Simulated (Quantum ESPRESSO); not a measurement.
# La2O3 under changes of volume

One of the cells (16.357 Å³/atom); the others are scaled copies at fixed shape and fractional positions:

```
La O
1.0
     3.93078    0.00000    0.00000
    -1.96539    3.40415    0.00000
     0.00000    0.00000    6.11195
La O
2 3
Direct
  0.33333 0.66667 0.24624
  0.66667 0.33333 0.75376
  0.00000 0.00000 0.00000
  0.33333 0.66667 0.64589
  0.66667 0.33333 0.35411
```

The cell is a database's computed one.

| Quantity | Value |
| --- | --- |
| Program | Quantum ESPRESSO 7.5 |
| Functional | LDA |
| Potentials or basis | GBRV 1.5 LDA |
| Cutoff | 612 eV |
| Density cutoff | 4898 eV |
| k mesh | 8 × 8 × 5 |
| Occupations | fermi-dirac, width 0.05 eV |
| Spin | no spin polarisation |

| volume (Å³/atom) | energy over the lowest point (meV/atom) | pressure (GPa) | gap on the mesh (eV) |
| --- | --- | --- | --- |
| 15.375 | 2.98 | 3.0 | 3.81 |
| 15.703 | 0.00 | -0.3 | 3.82 |
| 16.030 | 3.44 | -3.3 | 3.82 |
| 16.357 | 12.64 | -5.9 | 3.82 |
| 16.684 | 27.00 | -8.3 | 3.80 |
| 17.011 | 45.97 | -10.4 | 3.77 |
| 17.338 | ? | ? | ? |

What does the run at 17.338 Å³/atom give?

Energy over the lowest point 69.06 meV/atom; pressure -12.3 GPa; gap on the mesh 3.74 eV.

Worked out: A Birch-Murnaghan fit of order 3 (a polynomial in V^(-2/3)) to the other rows has its minimum at 15.68 Å³/atom with B0 = V·E''(V) = 152 GPa and B' = 4.3 at fixed shape and positions, which overstates the stiffness. It gives 69.09 meV/atom at 17.338 Å³/atom, against the run's 69.06, and -dE/dV = -12.3 GPa, against -12.3. A parabola through the other rows of the gap, of slope -2.08 eV per unit of ln V there, extrapolates to 3.74 eV, against the run's 3.74.

Energies are extrapolated to zero smearing.

Caveats: spin-orbit coupling is left out, which moves the levels of the heavy elements; an odd mesh through Γ misses points on the zone boundary, where band edges often lie.
